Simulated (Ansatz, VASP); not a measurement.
# Rb: VASP beside Ansatz

INCAR

```
PREC = Accurate
ENCUT = 520
EDIFF = 1E-6
ISMEAR = 0
SIGMA = 0.15
LREAL = False
LASPH = True
NELM = 100
ALGO = Fast
ISIF = 2
LWAVE = False
LCHARG = False
GGA = PS
NBANDS = 10
```

The input KPOINTS:

```
Automatic mesh
0
Gamma
  12 12 12
```

Contents of POSCAR:

```
Rb
1.0
   -2.7358500000      2.7358500000      2.8060000000
    2.7358500000     -2.7358500000      2.8060000000
    2.7358500000      2.7358500000     -2.8060000000
Rb
1
Direct
    0.0000000000      0.0000000000      0.0000000000
```

Input for Ansatz:

```yaml
crystal:
  lattice:
    - [-2.73585, 2.73585, 2.806]
    - [2.73585, -2.73585, 2.806]
    - [2.73585, 2.73585, -2.806]
  atoms:
    - { symbol: Rb, position: [0.0, 0.0, 0.0] }
basis:
  ecutwfc: 420
kpoints:
  mp_grid: { grid: [12, 12, 12] }
hamiltonian:
  xc: pbesol
scf:
  occupations: { method: gaussian, width: 0.15 }
output:
  forces: true
  stress: true
  eigenvalues: true
```

Change from the starting cell: strain -0.025 along x and y, +0.000 along z, atoms carried along.

Alike in both runs: task single point; functional PBEsol; k mesh 12 × 12 × 12; occupations gaussian, width 0.15 eV; no spin polarisation.

```csv
,VASP,Ansatz
version,VASP 6.6.1,Ansatz 0.2.0
potentials or method,"VASP PAW PBE potentials, release 64 (Rb_sv)","scalar-relativistic, plane waves, PAW"
plane-wave cutoff (eV),520,420
valence electrons in the cell,9,9
```

|  | VASP | Ansatz | Ansatz less VASP |
| --- | --- | --- | --- |
| gap on the k mesh at the Fermi level (eV) | none | none | - |
| pressure (GPa) | 0.1 | 0.1 | 0.00 |

A gap of «none» marks a metal or a gap that the smearing closes.

Caveats: the PAW data sets were made with another functional, which shifts forces and pressure a little (VASP).
